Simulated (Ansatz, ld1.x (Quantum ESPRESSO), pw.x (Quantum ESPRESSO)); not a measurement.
# What a changed setting does to a pw.x run (sc H)

Potential: PAW, ld1.x (Quantum ESPRESSO) 7.5, PBE; core none, reference 1s1; waves: 1s (bound): rcut 1.45, rcutus 1.65 bohr; 1s channel at 0.35 Ry: rcut 1.45, rcutus 1.65 bohr; 2p channel at -0.2 Ry: rcut 0.90, rcutus 1.25 bohr; 2p channel at 0.15 Ry: rcut 0.90, rcutus 1.25 bohr; local part: all-electron potential smoothed inside 1.40 bohr (lloc = -1); core correction: none; augmentation: BESSEL, radius 0.80 bohr.

The reference run (k-mesh 18³, cutoffs 40/320 Ry, Fermi–Dirac 0.01 Ry, mixing_beta 0.4, conv_thr 1e-9, no spin) gives 1.74 GPa at 3.057 Å³/atom, where all-electron LAPW gives 1.13 GPa. This run, with its own iteration cap, changes startingwfc to atomic.

```
&control
  calculation='scf', prefix='x', pseudo_dir='./', outdir='./tmp', tstress=.true., disk_io='none'
/
&system
  ibrav=0, nat=1, ntyp=1, ecutwfc=40, ecutrho=320, nbnd=7,
  occupations='smearing', smearing='fd', degauss=0.01
/
&electrons
  conv_thr=1e-09, mixing_beta=0.4, electron_maxstep=60, startingwfc='atomic'
/
ATOMIC_SPECIES
H 1.0 H.UPF
CELL_PARAMETERS angstrom
  1.45132657 0.00000000 0.00000000
  0.00000000 1.45132657 0.00000000
  0.00000000 0.00000000 1.45132657
ATOMIC_POSITIONS crystal
H 0.0000 0.0000 0.0000
K_POINTS automatic
18 18 18 0 0 0
```

```bash
pw.x < H.scf.in > H.scf.out
```

**Question.** How does the run end?

**Answer.** It converges in 7 iterations; the free energy moves by +0.0 meV/atom and the pressure by +0.01 GPa. The result is that of the reference run.

```
Message from routine setup:
     using ibrav=0 with symmetry is DISCOURAGED, use correct ibrav instead
     lattice parameter (alat)  =       2.7426  a.u.
     unit-cell volume          =      20.6297 (a.u.)^3
     number of electrons       =         1.00
     number of Kohn-Sham states=            7
     kinetic-energy cutoff     =      40.0000  Ry
     charge density cutoff     =     320.0000  Ry
     scf convergence threshold =      1.0E-09
     Exchange-correlation= SLA  PW   PBX  PBC
     number of k points=   220  Fermi-Dirac smearing, width (Ry)=  0.0100
     iteration #  1     ecut=    40.00 Ry     beta= 0.40
     c_bands:  4 eigenvalues not converged
     c_bands:  4 eigenvalues not converged
     c_bands:  1 eigenvalues not converged
     [... 4 repeated lines left out ...]
     total energy              =      -1.08604384 Ry
     estimated scf accuracy    <       0.00026832 Ry
     iteration #  2     ecut=    40.00 Ry     beta= 0.40
     total energy              =      -1.08618189 Ry
     estimated scf accuracy    <       0.00010119 Ry
     iteration #  3     ecut=    40.00 Ry     beta= 0.40
     total energy              =      -1.08618498 Ry
     estimated scf accuracy    <       0.00000003 Ry
     iteration #  4     ecut=    40.00 Ry     beta= 0.40
     total energy              =      -1.08618741 Ry
     estimated scf accuracy    <       0.00000002 Ry
     iteration #  5     ecut=    40.00 Ry     beta= 0.40
     total energy              =      -1.08618750 Ry
     estimated scf accuracy    <       0.00000002 Ry
     iteration #  6     ecut=    40.00 Ry     beta= 0.40
     total energy              =      -1.08618750 Ry
     estimated scf accuracy    <          1.3E-09 Ry
     iteration #  7     ecut=    40.00 Ry     beta= 0.40
     the Fermi energy is     2.8174 ev
!    total energy              =      -1.08618751 Ry
     estimated scf accuracy    <          5.2E-10 Ry
     smearing contrib. (-TS)   =      -0.00047785 Ry
     convergence has been achieved in   7 iterations
          total   stress  (Ry/bohr**3)                   (kbar)     P=       17.50
     Message from routine punch:
     Nothing written, as per user request (disk_io='none')
```

The run took about 2.3 s on one core of a shared host (Neoverse-V1, 32 threads, 247 GiB, load 40).
